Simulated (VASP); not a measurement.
# Al (Fm-3m) in VASP: relaxation of cell and atoms with PBEsol

Aim: the relaxation of cell and atoms of Al with PBEsol.

Everything below comes from runs of VASP 6.6.1. Logs are shortened: lines on timing, memory, paths and dates and some standing lists are left out, and cuts for length are marked.

## (1) The structure

It takes space group Fm-3m (No. 225, cubic). Conventional cell: a = 4.016 Å, b = 4.016 Å, c = 4.016 Å, α = 90.00°, β = 90.00°, γ = 90.00°. Al (site symmetry m-3m) is surrounded by 12 Al at 2.84 Å.

## (2) Relaxation of cell and atoms, PBEsol

Contents of INCAR:

```
PREC = Accurate
ENCUT = 600
EDIFF = 1E-7
ISMEAR = 1
SIGMA = 0.1
LREAL = F
LASPH = T
NELM = 80
ALGO = Normal
ISIF = 3
LWAVE = F
LCHARG = F
GGA = PS
IBRION = 2
NSW = 90
EDIFFG = -0.005
```

Contents of KPOINTS:

```
regular mesh
0
Gamma
  16 16 16
```

Contents of POSCAR:

```
Al                                      
1.0
   -0.0000000000      2.0078218401      2.0078218401
    2.0078218401      0.0000000000      2.0078218401
    2.0078218401      2.0078218401     -0.0000000000
  Al            
     1
Direct
     0.0000000000000000    0.0000000000000000    0.0000000000000000
```

Potentials or basis: VASP PAW PBE potentials, release 64 (Al).

Launch:

```
cat potpaw_PBE.64/Al/POTCAR > POTCAR
mpirun -np 1 vasp_std > vasp.out
```

OUTCAR:

```text
PREC = Accurate
   ENCUT = 600
   EDIFF = 1E-7
   ISMEAR = 1
   LREAL = F
   LASPH = T
   NELM = 80
   ISIF = 3
   GGA = PS
   IBRION = 2
   NSW = 90
   EDIFFG = -0.005

 ion  position               nearest neighbor table
   1  0.000  0.000  0.000-

  LATTYP: Found a face centered cubic cell.
 ALAT       =     4.0156436802

  Lattice vectors:

 A1 = (   0.0000000000,   2.0078218401,   2.0078218401)
 A2 = (   2.0078218401,   0.0000000000,   2.0078218401)
 A3 = (   2.0078218401,   2.0078218401,   0.0000000000)

Analysis of symmetry for initial positions (statically):
=====================================================================
 Subroutine PRICEL returns:
 Original cell was already a primitive cell.

 Routine SETGRP: Setting up the symmetry group for a
 face centered cubic supercell.

 Subroutine GETGRP returns: Found 48 space group operations
 (whereof 48 operations were pure point group operations)
 out of a pool of 48 trial point group operations.

The static configuration has the point symmetry O_h .

Analysis of symmetry for dynamics (positions and initial velocities):
=====================================================================
 Subroutine PRICEL returns:
 Original cell was already a primitive cell.

 Routine SETGRP: Setting up the symmetry group for a
 face centered cubic supercell.

 Subroutine GETGRP returns: Found 48 space group operations
 (whereof 48 operations were pure point group operations)
 out of a pool of 48 trial point group operations.

The dynamic configuration has the point symmetry O_h .

 Subroutine INISYM returns: Found 48 space group operations
 (whereof 48 operations are pure point group operations),
 and found     1 'primitive' translations

----------------------------------------------------------------------------------------

                                     Primitive cell

  volume of cell :      16.1885

  direct lattice vectors                    reciprocal lattice vectors
     0.000000000  2.007821840  2.007821840    -0.249026079  0.249026079  0.249026079
     2.007821840  0.000000000  2.007821840     0.249026079 -0.249026079  0.249026079
     2.007821840  2.007821840  0.000000000     0.249026079  0.249026079 -0.249026079

  length of vectors
     2.839488877  2.839488877  2.839488877     0.431325821  0.431325821  0.431325821

  position of ions in fractional coordinates (direct lattice)
     0.000000000  0.000000000  0.000000000

  ion indices of the primitive-cell ions
   primitive index   ion index
                 1           1

----------------------------------------------------------------------------------------

 KPOINTS: regular mesh

Automatic generation of k-mesh.
 Grid dimensions read from file:
 generate k-points for:   16   16   16

 Generating k-lattice:

  Cartesian coordinates                     Fractional coordinates (reciprocal lattice)
    -0.015564130  0.015564130  0.015564130     0.062500000  0.000000000  0.000000000
     0.015564130 -0.015564130  0.015564130     0.000000000  0.062500000  0.000000000
     0.015564130  0.015564130 -0.015564130     0.000000000  0.000000000  0.062500000

  Length of vectors
     0.026957864  0.026957864  0.026957864

  Shift w.r.t. Gamma in fractional coordinates (k-lattice)
     0.000000000  0.000000000  0.000000000

 Subroutine IBZKPT returns following result:
 ===========================================

 Found    145 irreducible k-points:

 Following reciprocal coordinates:
            Coordinates               Weight
  0.000000  0.000000  0.000000      1.000000
  0.062500  0.000000  0.000000      8.000000
  0.125000  0.000000  0.000000      8.000000
  0.187500  0.000000  0.000000      8.000000
  0.250000  0.000000  0.000000      8.000000
  0.312500  0.000000  0.000000      8.000000
[... 16 lines left out ...]
 -0.125000  0.062500  0.000000     24.000000
 -0.062500  0.062500  0.000000     12.000000
 [... further k-points ...]
   k-points           NKPTS =    145   k-points in BZ     NKDIM =    145   number of bands    NBANDS=      5
   number of dos      NEDOS =    301   number of ions     NIONS =      1
   total plane-waves  NPLWV =  13824
   dimension x,y,z NGX =    24 NGY =   24 NGZ =   24
   dimension x,y,z NGXF=    48 NGYF=   48 NGZF=   48
   ions per type =               1
   NGX,Y,Z   is equivalent  to a cutoff of  14.05, 14.05, 14.05 a.u.
   NGXF,Y,Z  is equivalent  to a cutoff of  28.10, 28.10, 28.10 a.u.
 SYSTEM =  unknown system
   PREC   = accura    normal or accurate (medium, high low for compatibility)
   ISTART =      0    job   : 0-new  1-cont  2-samecut
   ICHARG =      2    charge: 1-file 2-atom 10-const
   ISPIN  =      1    spin polarized calculation?
   LNONCOLLINEAR =      F non collinear calculations
   LSORBIT =      F    spin-orbit coupling
   LASPH  =      T    aspherical Exc in radial PAW
   ENCUT  =  600.0 eV  44.10 Ry    6.64 a.u.   5.67  5.67  5.67*2*pi/ulx,y,z
   NELM   =     80;   NELMIN=  2; NELMDL= -5     # of ELM steps
   EDIFF  = 0.1E-06   stopping-criterion for ELM
   LREAL  =      F    real-space projection
   EDIFFG = -.5E-02   stopping-criterion for IOM
   NSW    =     90    number of steps for IOM
   IBRION =      2    ionic relax: 0-MD 1-quasi-New 2-CG
   NFREE  =      1    steps in history (QN), initial steepest desc. (CG)
   ISIF   =      3    stress and relaxation
   ISYM   =      2    0-nonsym 1-usesym 2-fastsym
   POTIM  = 0.5000    time-step for ionic-motion
   TEBEG  =    0.0;   TEEND  =   0.0 temperature during run
   PSTRESS=    0.0 pullay stress
   NELECT =       3.0000    total number of electrons
   NUPDOWN=      -1.0000    fix difference up-down
   EMIN   =  10.00;   EMAX   =-10.00  energy-range for DOS
   EFERMI =   0.00;   METHOD = LEGACY
   ISMEAR =     1;   SIGMA  =   0.10  broadening in eV -4-tet -1-fermi 0-gaus
   EFERMI_NEDOS =   21; number of points for ismear=-14 and -15
   IALGO  =     38    algorithm
   IMIX   =      4    mixing-type and parameters
     AMIX     =   0.40;   BMIX     =  1.00
     AMIX_MAG =   1.60;   BMIX_MAG =  1.00
  volume/ion in A,a.u.               =      16.19       109.25
  Fermi-wavevector in a.u.,A,eV,Ry     =   0.933355  1.763785 11.852730  0.871151
  Thomas-Fermi vector in A             =   2.060048
   LORBIT       =      0    0 simple, 1 ext, 2 COOP (PROOUT), +10 PAW based schemes
   GGA     = PS    functional components
   LHFCALC =     F    Hartree Fock is set to
   AEXX    =    0.0000 exact exchange contribution
   IVDW    =     0    specifies the selected vdW correction
   LEPSILON=     F    determine dielectric tensor
   LRPA    =     F    only Hartree local field effects (RPA)
 conjugate gradient relaxation of ions
 non-spin polarized calculation
 Methfessel and Paxton  Order N= 1 SIGMA  =   0.10
  energy-cutoff  :      600.00
  volume of cell :       16.19
 maximum number of plane-waves:       560
   NGX = 11   NGY = 11   NGZ = 11

 number of electron       3.0000000 magnetization

 Free energy of the ion-electron system (eV)
  ---------------------------------------------------
  ext. energy  EPLUGINS =         0.00000000
  ---------------------------------------------------
  free energy    TOTEN  =        -4.09790955 eV

  energy without entropy =       -4.09824684  energy(sigma->0) =       -4.09802198

 E-fermi :   8.1828     XC(G=0): -10.3266

 val. band max:        8.1451665625   @ k =  -0.2500   0.3125   0.1250
 cond. band min:       8.2673075840   @ k =   0.4375   0.4375   0.0000
 fundamental gap:      0.1221410215
 Fermi energy:         8.1827924701

 k-point     1 :       0.0000    0.0000    0.0000
  band No.  band energies     occupation
      1      -3.1126      2.00000
      2      20.8500      0.00000
      3      20.8500      0.00000
      4      20.8500      0.00000
      5      22.4868      0.00000

 k-point     2 :       0.0625    0.0000    0.0000
  band No.  band energies     occupation
      1      -3.0051      2.00000
      2      19.0786      0.00000
      3      20.4959      0.00000
      4      20.4959      0.00000
      5      23.0090      0.00000

 k-point     3 :       0.1250    0.0000    0.0000
  band No.  band energies     occupation
      1      -2.6830      2.00000
      2      16.5435      0.00000
      3      19.9379      0.00000
      4      19.9379      0.00000
      5      23.0519      0.00000

 k-point     4 :       0.1875    0.0000    0.0000
  band No.  band energies     occupation
      1      -2.1480      2.00000
      2      14.0256      0.00000
      3      19.4792      0.00000
      4      19.4792      0.00000
      5      22.8457      0.00000

 k-point     5 :       0.2500    0.0000    0.0000
  band No.  band energies     occupation
      1      -1.4024      2.00000
      2      11.6217      0.00000
      3      19.1762      0.00000
      4      19.1762      0.00000
      5      22.6764      0.00000

 k-point     6 :       0.3125    0.0000    0.0000
  band No.  band energies     occupation
      1      -0.4497      2.00000
      2       9.3650     -0.00000
      3      19.0436      0.00000
      4      19.0436      0.00000
      5      21.9807      0.00000
[... 113 lines left out ...]
 k-point    21 :      -0.2500    0.0625    0.0000
  band No.  band energies     occupation
      1      -1.0135      2.00000
      2      10.9295      0.00000
      3      17.1834      0.00000
      4      20.4855      0.00000
      5      21.4939      0.00000

 k-point    22 :      -0.1875    0.0625    0.0000
  band No.  band energies     occupation
      1      -1.8280      2.00000
      2      13.2729      0.00000
      3      17.4570      0.00000
      4      20.7054      0.00000
      5      22.6712      0.00000

 k-point    23 :      -0.1250    0.0625    0.0000
  band No.  band energies     occupation
      1      -2.4331      2.00000
      2      15.7175      0.00000
      3      17.9263      0.00000
      4      21.0261      0.00000
      5      23.2527      0.00000

 k-point    24 :      -0.0625    0.0625    0.0000
  band No.  band energies     occupation
      1      -2.8261      2.00000
      2      17.9920      0.00000
      3      18.7663      0.00000
      4      21.1288      0.00000
      5      22.6670      0.00000

 [... further k-points ...]

------------------------ aborting loop because EDIFF is reached ----------------------------------------

  FORCE on cell =-STRESS in cart. coord.  units (eV):
  Direction    XX          YY          ZZ          XY          YZ          ZX
  --------------------------------------------------------------------------------------
  -------------------------------------------------------------------------------------
  Total        0.0003162      0.0003162      0.0003162      0.0000000      0.0000000      0.0000000
  in kB        0.0312978      0.0312978      0.0312978      0.0000000      0.0000000      0.0000000
  external PRESSURE =       0.0312978 kB  Pullay stress =       0.0000000 kB

 VOLUME and BASIS-vectors are now :
 -----------------------------------------------------------------------------
  energy-cutoff  :      600.00
  volume of cell :       16.19
      direct lattice vectors                 reciprocal lattice vectors
     0.000000000  2.007821840  2.007821840    -0.249026079  0.249026079  0.249026079
     2.007821840  0.000000000  2.007821840     0.249026079 -0.249026079  0.249026079
     2.007821840  2.007821840  0.000000000     0.249026079  0.249026079 -0.249026079

 POSITION                                       TOTAL-FORCE (eV/Angst)
 -----------------------------------------------------------------------------------
      0.00000      0.00000      0.00000         0.000000      0.000000      0.000000
 -----------------------------------------------------------------------------------
    total drift:                                0.000000     -0.000000     -0.000000

  FREE ENERGIE OF THE ION-ELECTRON SYSTEM (eV)
  ---------------------------------------------------
  free  energy   TOTEN  =        -4.0979095478 eV

  energy  without entropy=       -4.0982468361  energy(sigma->0) =       -4.09802198

 reached required accuracy - stopping structural energy minimisation
```

Run time: 6.3 s. Hardware: 1 thread of Intel Xeon Platinum 8259CL at 2.50GHz (Skylake/Cascade Lake), shared host; peak memory 0.14 GiB.

What came out:

```
Free energy             : -4.0979 eV
Pressure after relaxing : 0.0 GPa
Band gap on the k mesh  : none (metal or under the smearing width)
```

Final structure:
```
CELL_PARAMETERS angstrom
0.00000 2.00782 2.00782
2.00782 0.00000 2.00782
2.00782 2.00782 0.00000
ATOMIC_POSITIONS crystal
Al 0.00000 0.00000 0.00000
```

Caveat: the relaxation stopped at its first step, so nothing moved; the PAW data sets were made with another functional, which shifts forces and pressure a little.
